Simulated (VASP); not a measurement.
## BaS: relaxation of cell and atoms with AM05

The system is BaS.

```
Ba S
1.0
     0.00000    3.19375    3.19375
     3.19375    0.00000    3.19375
     3.19375    3.19375    0.00000
Ba S
1 1
Direct
  0.00000 0.00000 0.00000
  0.50000 0.50000 0.50000
```

| Quantity | Value |
| --- | --- |
| Program | VASP 6.6.1 |
| Task | relaxation of cell and atoms |
| Functional | AM05 |
| Potentials or basis | VASP PAW PBE potentials, release 64 (Ba_sv, S) |
| Cutoff | 600 eV |
| k mesh | 7 × 7 × 7 |
| Occupations | fermi-dirac, width 0.05 eV |
| Spin | no spin polarisation |
| Further INCAR settings | ALGO = Normal; EDIFF = 1e-06; IBRION = 2; EDIFFG = -0.01; NSW = 60; ISIF = 3 |

```yaml
Relaxed_volume: 32.72 Å³/atom
Relaxed_cell: a = 4.523 Å, b = 4.523 Å, c = 4.523 Å, α = 60.00°, β = 60.00°, γ = 60.00°
Space_group_after_relaxing_to_0.05_Å: Fm-3m (No. 225)
Energy_gained_by_relaxing: 0.0 meV/atom
Ionic_steps: 2
Pressure_after_relaxing: 0.0 GPa
Band_gap_on_the_k_mesh: 2.15 eV, indirect (least direct gap 2.30 eV)
```

Final structure:
```cif
data_structure
_symmetry_space_group_name_H-M 'P 1'
_symmetry_Int_Tables_number 1
_cell_length_a 4.5233
_cell_length_b 4.5233
_cell_length_c 4.5233
_cell_angle_alpha 60.000
_cell_angle_beta 60.000
_cell_angle_gamma 60.000
_cell_volume 65.44
loop_
_atom_site_label
_atom_site_type_symbol
_atom_site_fract_x
_atom_site_fract_y
_atom_site_fract_z
_atom_site_occupancy
Ba1 Ba 0.00000 0.00000 0.00000 1
S1 S 0.50000 0.50000 0.50000 1
```

Levels at points of the mesh, in eV from the valence-band top:
```tsv
k point	band 6	band 7	band 8	band 9	band 10	band 11
(0.00, 0.00, 0.00)	0.00	0.00	0.00	3.54	3.84	3.84
```

Run time: 55 s on 1 thread of Intel(R) Xeon(R) Platinum 8375C CPU @ 2.90GHz (Ice Lake), with other jobs on the host, peak memory 0.21 GiB.

Caveat: the PAW data sets were made with another functional, which shifts forces and pressure a little; spin-orbit coupling is left out, which moves the levels of the heavy elements; an odd mesh through Γ misses points on the zone boundary, where band edges often lie.
